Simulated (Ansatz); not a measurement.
Phosphorus (simple cubic) across density functionals

All rows: Ansatz, plane waves with scalar-relativistic PAW, 420 eV (500 eV for the SCAN forms), relaxed under each functional, no dispersion correction, no zero-point motion. B₀ comes from uniform scaling at fixed shape; a dash is a value not given.

```tsv
functional	V (Å³/atom)	cell	B₀ (GPa)	magnetic state	ΔE to black phosphorus (meV/atom)
PBE	14.59	a = 2.444 Å	108	spin not included	86
PBEsol	14.11	a = 2.416 Å	125	spin not included	-29
revPBE	14.76	a = 2.453 Å	105	spin not included	153
RPBE	14.82	a = 2.456 Å	104	spin not included	177
BLYP	16.18	a = 2.530 Å	84	spin not included	360
```

PBEsol gives the smallest volume and BLYP the largest.
